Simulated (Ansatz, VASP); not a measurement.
# Cross-check of PbF2 (1T-PbF2, 1 layer) between VASP and Ansatz, part 2 of 2

One calculation is typed for both programs; each brings its own data sets. How far apart do they land? The structure shown is the start of the Ansatz relaxation below; VASP solves that cell, so the two are compared at the walk's first step.

VASP 6.6.1 and Ansatz 0.2.0.

So far: The structure; Ansatz: relaxation, PBE.

### Step 3. VASP: single point, PBE, start cell

Level of this step: PBE; plane waves and PAW (F, Pb_d) (VASP).

The same cell, functional, mesh and smearing now go to VASP, with its own data sets.

Lines of VASP's logs that name or quote its potential files are left out, and so is its time.

Input file INCAR:

```
SYSTEM = PbF2
PREC = Accurate
ENCUT = 520
EDIFF = 1E-06
NELM = 120
ISMEAR = -1
SIGMA = 0.05
LREAL = .FALSE.
ALGO = Normal
GGA = PE
NBANDS = 20
LORBIT = 11
LWAVE = .FALSE.
LCHARG = .FALSE.
ISIF = 2
LDIPOL = .TRUE.
IDIPOL = 3
DIPOL = 0.5 0.5 0.5
LVHAR = .TRUE.
LASPH = .TRUE.
GGA_COMPAT = .FALSE.
EFERMI = MIDGAP
NELMDL = -8
```

Input file POSCAR:

```
PbF2
1.0
    2.7491420000      0.0000000000      0.0000000000
   -1.3745710000      2.3808270000      0.0000000000
    0.0000000000      0.0000000000     24.3573450000
F Pb
2 1
Direct
    0.6666666667      0.3333333333      0.4516091553
    0.3333333333      0.6666666667      0.5483908447
    0.0000000000      0.0000000000      0.5000000000
```

Input file KPOINTS:

```
Automatic mesh
0
Gamma
12 12 1
0 0 0
```

Potentials, in the order of the species: F and Pb_d (PBE family, release 64).

Launch:

```console
$ mpirun -np 1 vasp_std
```

Numbers of over 12 decimals in the logs are rounded to 6 here.

Output:

```text
[banner, memory and clock lines left out]
running    1 mpi-ranks, on    1 nodes
 distrk:  each k-point on    1 cores,    1 groups
 distr:  one band on    1 cores,    1 groups

 POSCAR found type information on POSCAR F Pb
 POSCAR found :  2 types and       3 ions
 LDA part: xc-table for (Slater+PW92), standard interpolation
 POSCAR, INCAR and KPOINTS ok, starting setup
 FFT: planning ... GRIDC
 FFT: planning ... GRID_SOFT
 FFT: planning ... GRID
 WAVECAR not read
 entering main loop
       N       E                     dE             d eps       ncg     rms          rms(c)
DAV:   1     0.349254207188E+03    0.34925E+03   -0.13533E+04   808   0.121E+03
DAV:   2     0.298516325358E+02   -0.31940E+03   -0.30472E+03   988   0.355E+02
DAV:   3    -0.269511803838E+01   -0.32547E+02   -0.32241E+02   956   0.145E+02
DAV:   4    -0.367481758512E+01   -0.97970E+00   -0.97888E+00  1004   0.317E+01
DAV:   5    -0.370210935284E+01   -0.27292E-01   -0.27291E-01   956   0.457E+00
DAV:   6    -0.370350218808E+01   -0.13928E-02   -0.13928E-02  1064   0.102E+00
DAV:   7    -0.370356790142E+01   -0.65713E-04   -0.65713E-04  1016   0.168E-01
DAV:   8    -0.370357067604E+01   -0.27746E-05   -0.27748E-05   968   0.298E-02    0.910E+00
DAV:   9    -0.170395658124E+01    0.19996E+01   -0.80946E+00  1140   0.395E+01    0.198E+00
DAV:  10    -0.170026591800E+01    0.36907E-02   -0.63957E-01   868   0.681E+00    0.132E+00
DAV:  11    -0.168490351317E+01    0.15362E-01   -0.10419E-01  1208   0.680E+00    0.415E-01
DAV:  12    -0.167986169141E+01    0.50418E-02   -0.29258E-02  1236   0.276E+00    0.982E-02
DAV:  13    -0.167965303373E+01    0.20866E-03   -0.22634E-03   924   0.628E-01    0.504E-02
DAV:  14    -0.167939956166E+01    0.25347E-03   -0.27198E-04  1104   0.177E-01    0.235E-02
DAV:  15    -0.167912052590E+01    0.27904E-03   -0.12812E-04  1056   0.133E-01    0.144E-02
DAV:  16    -0.167913375150E+01   -0.13226E-04   -0.12265E-04  1068   0.110E-01    0.113E-02
DAV:  17    -0.167932957420E+01   -0.19582E-03   -0.96074E-05   884   0.792E-02    0.724E-03
DAV:  18    -0.167944763912E+01   -0.11806E-03   -0.87812E-06   880   0.324E-02    0.254E-03
DAV:  19    -0.167955344108E+01   -0.10580E-03   -0.66339E-06   756   0.112E-02    0.244E-03
DAV:  20    -0.167960788917E+01   -0.54448E-04   -0.43193E-06   768   0.103E-02    0.107E-03
DAV:  21    -0.167961639791E+01   -0.85087E-05   -0.36642E-07   784   0.366E-03    0.762E-04
DAV:  22    -0.167962356061E+01   -0.71627E-05   -0.46307E-07   728   0.353E-03    0.537E-04
DAV:  23    -0.167962437928E+01   -0.81867E-06   -0.34646E-08   760   0.205E-03
   1 F= -.16796244E+01 E0= -.16782034E+01  d E =-.284204E-02
```

OUTCAR, selected parts (step 3):

```text
ion  position               nearest neighbor table
   1  0.667  0.333  0.452-   3 1.98   3 1.98   3 1.98
   2  0.333  0.667  0.548-   3 1.98   3 1.98   3 1.98
   3  0.000  0.000  0.500-   1 1.98   2 1.98   1 1.98   2 1.98   1 1.98   2 1.98

  LATTYP: Found a hexagonal cell.
 ALAT       =     2.7491420000
 C/A-ratio  =     8.8599806776

 Subroutine GETGRP returns: Found 12 space group operations
 (whereof 12 operations were pure point group operations)

The static configuration has the point symmetry D_3d.

 Found     19 irreducible k-points:

   k-points           NKPTS =     19   k-points in BZ     NKDIM =     19   number of bands    NBANDS=     20

   dimension x,y,z NGX =    20 NGY =   20 NGZ =  192
   dimension x,y,z NGXF=    40 NGYF=   40 NGZF=  384

   ENCUT  =  520.0 eV  38.22 Ry    6.18 a.u.   5.11  5.11 45.29*2*pi/ulx,y,z

   NELECT =      28.0000    total number of electrons

 k-points in reciprocal lattice and weights: Automatic mesh
   0.00000000  0.00000000  0.00000000       0.007
   0.08333333  0.00000000  0.00000000       0.042
   0.16666667  0.00000000  0.00000000       0.042
   0.25000000  0.00000000  0.00000000       0.042
   0.33333333  0.00000000  0.00000000       0.042
   0.41666667 -0.00000000  0.00000000       0.042
   0.50000000  0.00000000  0.00000000       0.021
   0.08333333  0.08333333  0.00000000       0.042
   0.16666667  0.08333333  0.00000000       0.083
[...]
0.33333333  0.25000000  0.00000000       0.083
   0.33333333  0.33333333  0.00000000       0.014

 dipolmoment           0.000000      0.000000      0.000000 electrons x Angstroem

 average (electrostatic) potential at core
       1 -83.4949       2 -83.4949       3 -99.1094

 E-fermi :   0.4106

 k-point     1 :       0.0000    0.0000    0.0000
  band No.  band energies     occupation
    ...
     10      -8.7970      2.00000
     11      -8.7970      2.00000
     12      -7.0616      2.00000
     13      -7.0616      2.00000
     14      -4.3154      2.00000
     15       0.7961      0.00090
     16       2.5679      0.00000
     17       2.7134      0.00000
     18       3.0915      0.00000
     19       3.6099      0.00000
    ...

 k-point     2 :       0.0833    0.0000    0.0000
  band No.  band energies     occupation
    ...
     10      -8.9514      2.00000
     11      -8.8059      2.00000
     12      -7.3725      2.00000
     13      -7.1111      2.00000
     14      -3.9793      2.00000
     15       1.2196      0.00000
     16       2.7330      0.00000
     17       2.9221      0.00000
     18       3.2702      0.00000
     19       3.7985      0.00000
    ...

 k-point     3 :       0.1667    0.0000    0.0000
  band No.  band energies     occupation
    ...
     10      -9.1708      2.00000
     11      -8.8713      2.00000
     12      -8.0145      2.00000
     13      -7.2154      2.00000
     14      -3.1962      2.00000
     15       2.2426      0.00000
     16       3.2245      0.00000
     17       3.5709      0.00000
     18       3.8078      0.00000
     19       4.3679      0.00000
    ...

  Total       42.8774904     42.8774972     36.1940915      0.0000000     -0.0000000      0.0000000
  in kB      430.9084206    430.9084892    363.7418765      0.0000000     -0.0000000      0.0000000
  external PRESSURE =     408.5195954 kB  Pullay stress =       0.0000000 kB

  energy-cutoff  :      520.00
  volume of cell :      159.42
      direct lattice vectors                 reciprocal lattice vectors
     2.749142000  0.000000000  0.000000000     0.363749854  0.210011059  0.000000000
    -1.374571000  2.380827000  0.000000000     0.000000000  0.420022118  0.000000000
     0.000000000  0.000000000 24.357345000     0.000000000  0.000000000  0.041055378

 POSITION                                       TOTAL-FORCE (eV/Angst)
 -----------------------------------------------------------------------------------
      1.37457      0.79361     11.00000        -0.000000     -0.000000    -15.408593
     -0.00000      1.58722     13.35734         0.000000      0.000000     15.408593
      0.00000      0.00000     12.17867         0.000000      0.000000      0.000000
 -----------------------------------------------------------------------------------
    total drift:                               -0.000000      0.000000      0.000000

  FREE ENERGIE OF THE ION-ELECTRON SYSTEM (eV)
  ---------------------------------------------------
  free  energy   TOTEN  =        -1.6796243793 eV

  energy  without entropy=       -1.6767823351  energy(sigma->0) =       -1.67820336

 vacuum level on the upper side and lower side of the slab         2.943         2.943

 total charge
# of ion       s       p       d       tot
------------------------------------------
    1        1.792   4.501   0.000   6.293
    2        1.792   4.501   0.000   6.293
    3        1.539   1.040  10.214  12.793
--------------------------------------------------
tot          5.124  10.042  10.214  25.380

[... 3 further parts left out ...]
```

### Step 4. Comparison

Known differences besides the potentials themselves: the cutoff is 420 eV in Ansatz and 520 eV in VASP. Total energies have different zeros and are not compared.

Forces (eV/Å; atoms numbered as in POSCAR):

```csv
atom,"Ansatz x, y, z","VASP x, y, z"
F1,"0.000, 0.000, -15.246","0.000, 0.000, -15.409"
F2,"0.000, 0.000, 15.246","0.000, 0.000, 15.409"
Pb3,"0.000, 0.000, 0.000","0.000, 0.000, 0.000"
```

The forces differ by 77 meV/Å r.m.s., which is 1.1 % of the r.m.s. force of 7.264 eV/Å (both taken over all components). With vacuum in the cell, a pressure given here is an average over mostly empty space and none of the material.

### Step 5. Outcome

- r.m.s. force difference (single point, PBE, start cell): 1.1 % of the r.m.s. force

What this shows: The r.m.s. force difference is 1.1 % of the r.m.s. force (single point, PBE, start cell), within the 3 % picked in this series as the mark of a large difference. Such differences can come from data sets, numerical settings and the points named under the comparisons, not from the functional's error against experiment.

[Lines on the potential files, build, host, timing and source positions are cut from VASP's logs without a mark.]

[Logs are printed without paths, hosts, clocks, repeated set-up lines and the standing remarks that a program may print on its own settings, such as how far it seeks lower states.]

[Hosts, paths, dates, database ids (printed as entryN), source tags and the programs' standing remarks are cut or masked in the printed files.]
